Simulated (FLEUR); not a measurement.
Runs of FLEUR MaX-R8.1 (later development tree) on NaI. The structure is cubic, space group Fm-3m (No. 225). The conventional cell has a = 6.473 Å, b = 6.473 Å, c = 6.473 Å, α = 90.00°, β = 90.00°, γ = 90.00°. I (site symmetry m-3m) is surrounded by 6 Na at 3.24 Å. Na (site symmetry m-3m) is surrounded by 6 I at 3.24 Å. 

| task | level | gmax | max iterations | mixing factor | mixer | mixer history | kmax | gap on the mesh (eV) | V0 of scaled cells (Å³/atom) | B0 (GPa) |
| --- | --- | --- | --- | --- | --- | --- | --- | --- | --- | --- |
| equation of state | SCAN | 12.7 1/bohr | - | - | - | - | 4.1 1/bohr | - | (c) | 19 |
| equation of state | PBE | 11.8 1/bohr | - | - | - | - | 3.8 1/bohr | - | (b) | (a) |
| equation of state | WC | 12.7 1/bohr | - | - | - | - | 4.1 1/bohr | - | 33.06 | 17 |
| band structure | WC | 12.7 1/bohr | 60 | 0.05 | Anderson | 15 | 4.1 1/bohr | 3.52 | - | - |
| single point | PBE | 11.8 1/bohr | 60 | 0.05 | Anderson | 15 | 3.8 1/bohr | 3.64 | - | - |
| band structure | SCAN | 12.7 1/bohr | 60 | 0.05 | Anderson | 15 | 4.1 1/bohr | 4.42 | - | - |

Alike in all rows: potentials or basis all-electron, FLAPW; no spin polarisation; cell as given; k mesh 7 × 7 × 7; smearing fermi-dirac 0.05 eV.

**Question.** Fill in the values left out.

**Answer.** (a) 15; (b) 34.82; (c) 33.45.

Caveats: spin-orbit coupling is left out, which moves the levels of the heavy elements (some runs); the meta-GGA is that of a development version, with a GGA for the radial functions and cores and without core tails (some runs); an odd mesh through Γ misses points on the zone boundary, where band edges often lie (some runs).

A k mesh can miss the band edges, and the runs leave out spin-orbit coupling on I.

Not every run made on this cell is shown here.
